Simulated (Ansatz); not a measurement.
A run of Ansatz 0.2.0 is set up as follows.

input.yaml

```yaml
crystal:
  lattice:
    - [4.738, 0.0, 0.0]
    - [0.0, 4.738, 0.0]
    - [0.0, 0.0, 3.1865]
  atoms:
    - { symbol: Sn, position: [0.5, 0.5, 0.5] }
    - { symbol: Sn, position: [0.0, 0.0, 0.0] }
    - { symbol: O, position: [0.8071, 0.1929, 0.5] }
    - { symbol: O, position: [0.6929, 0.6929, 0.0] }
    - { symbol: O, position: [0.1929, 0.8071, 0.5] }
    - { symbol: O, position: [0.3071, 0.3071, 0.0] }
hamiltonian:
  xc: r2scan
  pseudopotentials: { kind: paw }
kpoints:
  mp_grid: { grid: [6, 6, 8] }
  band_path:
    path:
      - [[0.0, 0.0, 0.0], [0.0, 0.5, 0.0], [0.5, 0.5, 0.0], [0.0, 0.0, 0.0], [0.0, 0.0, 0.5], [0.0, 0.5, 0.5], [0.5, 0.5, 0.5], [0.0, 0.0, 0.5]]
      - [[0.0, 0.5, 0.0], [0.0, 0.5, 0.5]]
      - [[0.5, 0.5, 0.0], [0.5, 0.5, 0.5]]
    npoints: 14
scf:
  occupations: { method: fermi_dirac, width: 0.05 }
  n_extra_bands: 15
output:
  forces: true
  stress: true
  eigenvalues: true
  fatbands: false
```

Potentials or basis: Ansatz PAW.

Run with:

```bash
$ ansatz run input.yaml --threads 2 --pin off --max-ram 5632MiB --backend cpu --events-out ev --progress --plain --runs-dir out
```

Estimate the band gap along the path.

1.96 eV, direct.

What does it give for the pressure?

3.3 GPa.

What does it give for the largest force?

0.242 eV/Å.

Predict the band gap on the k mesh.

1.96 eV, direct.

Forces on the atoms (eV/Å):
```
Sn   0.000  0.000  0.000
Sn   0.000  0.000  0.000
O   -0.171  0.171  0.000
O    0.171  0.171  0.000
O    0.171 -0.171  0.000
O   -0.171 -0.171  0.000
```

Caveat: spin-orbit coupling is left out, which moves the levels of the heavy elements; the PAW data sets come from PBE, with cores solved anew for the run's functional, which leaves a small shift of forces and pressure. r2SCAN opens gaps a little over a GGA but as a rule still falls short of measured ones.
